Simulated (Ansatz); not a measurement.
## Where the states of MnO lie

```yaml
crystal:
  lattice:
    - [0.00000, 2.40015, 2.40015]
    - [2.40015, 0.00000, 2.40015]
    - [2.40015, 2.40015, 0.00000]
  atoms:
    - { symbol: Mn, position: [0.00000, 0.00000, 0.00000] }
    - { symbol: O, position: [0.25000, 0.25000, 0.25000] }
```

The structure comes from a relaxation in the same program, started in the zincblende type, and has space group F-43m. Whether it is a known phase or the ground state wasn't checked.

Semilocal functionals without U often leave such compounds metallic or with too small a gap, and the real magnetic order may differ.

Other magnetic orders may lie lower; this is the state that the run reached.

Level of theory: DFT, PBE, all-electron LAPW, scalar-relativistic (Ansatz 0.2.0).

Numerical set-up: a Γ-centred 14×14×14 k mesh, Fermi–Dirac smearing of 0.05 eV, basis error target 0.5 meV/atom, spin-polarised from start moments Mn1 4 μB, ending with a cell moment of 5.00 μB.

Q: Which of the resolved shells contributes most within 0.3 eV of the Fermi level?

A: Mn 3d, with 64 % of all states there; O 2p follows with 24 %.

Q: Where is the centre of the filled Mn 3d states between -14 eV and the top of the filled states?

A: -2.88 eV from the Fermi level.

Q: Tabulate the density of states.

A: States per eV and cell, averaged over 0.4 eV, from -7.0 to 6.0 eV, with energies (bin centres) from the Fermi level; empty bins are left out. The partial columns, the largest 3 alone, are projections on Löwdin-orthogonalised atomic shells (those that the program's projection atoms carry: the occupied ones and, for some elements, an empty d or f shell; other empty shells have no column), summed over atoms of an element and both spins. Weights on diffuse s and p shells depend on that basis and aren't pure angular character.
```json
{"E (eV)": "-6.9", "spin-up": "0.46", "spin-down": "0.00", "Mn 3d": "0.11", "O 2p": "0.28", "Mn 4s": "0.06"}
{"E (eV)": "-6.5", "spin-up": "1.98", "spin-down": "0.00", "Mn 3d": "0.39", "O 2p": "1.31", "Mn 4s": "0.22"}
{"E (eV)": "-6.1", "spin-up": "0.29", "spin-down": "0.13", "Mn 3d": "0.10", "O 2p": "0.28", "Mn 4s": "0.03"}
{"E (eV)": "-5.7", "spin-up": "3.28", "spin-down": "2.00", "Mn 3d": "1.25", "O 2p": "3.66", "Mn 4s": "0.30"}
{"E (eV)": "-5.3", "spin-up": "1.49", "spin-down": "0.34", "Mn 3d": "0.39", "O 2p": "1.37", "Mn 4s": "0.04"}
{"E (eV)": "-4.9", "spin-up": "0.00", "spin-down": "1.30", "Mn 3d": "0.12", "O 2p": "1.09", "Mn 4s": "0.06"}
{"E (eV)": "-4.5", "spin-up": "0.00", "spin-down": "3.72", "Mn 3d": "0.50", "O 2p": "3.17", "Mn 4s": "0.01"}
{"E (eV)": "-3.3", "spin-up": "0.88", "spin-down": "0.00", "Mn 3d": "0.82", "O 2p": "0.03", "Mn 4s": "0.00"}
{"E (eV)": "-2.9", "spin-up": "2.24", "spin-down": "0.00", "Mn 3d": "2.18", "O 2p": "0.04", "Mn 4s": "0.00"}
{"E (eV)": "-2.5", "spin-up": "2.69", "spin-down": "0.00", "Mn 3d": "2.57", "O 2p": "0.08", "Mn 4s": "0.01"}
{"E (eV)": "-2.1", "spin-up": "1.08", "spin-down": "0.00", "Mn 3d": "0.90", "O 2p": "0.14", "Mn 4s": "0.01"}
{"E (eV)": "-1.7", "spin-up": "1.30", "spin-down": "0.00", "Mn 3d": "1.01", "O 2p": "0.22", "Mn 4s": "0.01"}
{"E (eV)": "-1.3", "spin-up": "1.62", "spin-down": "0.00", "Mn 3d": "1.12", "O 2p": "0.40", "Mn 4s": "0.04"}
{"E (eV)": "-0.9", "spin-up": "1.66", "spin-down": "0.00", "Mn 3d": "1.04", "O 2p": "0.52", "Mn 4s": "0.04"}
{"E (eV)": "-0.5", "spin-up": "0.77", "spin-down": "0.00", "Mn 3d": "0.46", "O 2p": "0.29", "Mn 4s": "0.01"}
{"E (eV)": "-0.1", "spin-up": "0.29", "spin-down": "0.00", "Mn 3d": "0.16", "O 2p": "0.12", "Mn 4s": "0.01"}
{"E (eV)": "0.3", "spin-up": "0.07", "spin-down": "0.68", "Mn 3d": "0.58", "O 2p": "0.04", "Mn 4s": "0.04"}
{"E (eV)": "0.7", "spin-up": "0.08", "spin-down": "0.74", "Mn 3d": "0.62", "O 2p": "0.05", "Mn 4s": "0.07"}
{"E (eV)": "1.1", "spin-up": "0.09", "spin-down": "1.09", "Mn 3d": "0.95", "O 2p": "0.06", "Mn 4s": "0.10"}
{"E (eV)": "1.5", "spin-up": "0.10", "spin-down": "2.56", "Mn 3d": "2.33", "O 2p": "0.12", "Mn 4s": "0.12"}
{"E (eV)": "1.9", "spin-up": "0.12", "spin-down": "2.36", "Mn 3d": "2.08", "O 2p": "0.14", "Mn 4s": "0.16"}
{"E (eV)": "2.3", "spin-up": "0.14", "spin-down": "1.08", "Mn 3d": "0.99", "O 2p": "0.07", "Mn 4s": "0.10"}
{"E (eV)": "2.7", "spin-up": "0.16", "spin-down": "2.72", "Mn 3d": "2.36", "O 2p": "0.30", "Mn 4s": "0.12"}
{"E (eV)": "3.1", "spin-up": "0.20", "spin-down": "1.29", "Mn 3d": "1.04", "O 2p": "0.23", "Mn 4s": "0.14"}
{"E (eV)": "3.5", "spin-up": "0.24", "spin-down": "0.42", "Mn 3d": "0.28", "O 2p": "0.11", "Mn 4s": "0.18"}
{"E (eV)": "3.9", "spin-up": "0.32", "spin-down": "0.16", "Mn 3d": "0.05", "O 2p": "0.05", "Mn 4s": "0.21"}
{"E (eV)": "4.3", "spin-up": "0.30", "spin-down": "0.17", "Mn 3d": "0.04", "O 2p": "0.04", "Mn 4s": "0.21"}
{"E (eV)": "4.7", "spin-up": "0.32", "spin-down": "0.19", "Mn 3d": "0.04", "O 2p": "0.05", "Mn 4s": "0.21"}
{"E (eV)": "5.1", "spin-up": "0.36", "spin-down": "0.23", "Mn 3d": "0.04", "O 2p": "0.05", "Mn 4s": "0.19"}
{"E (eV)": "5.5", "spin-up": "0.15", "spin-down": "0.24", "Mn 3d": "0.03", "O 2p": "0.03", "Mn 4s": "0.14"}
{"E (eV)": "5.9", "spin-up": "0.18", "spin-down": "0.27", "Mn 3d": "0.03", "O 2p": "0.03", "Mn 4s": "0.13"}
```
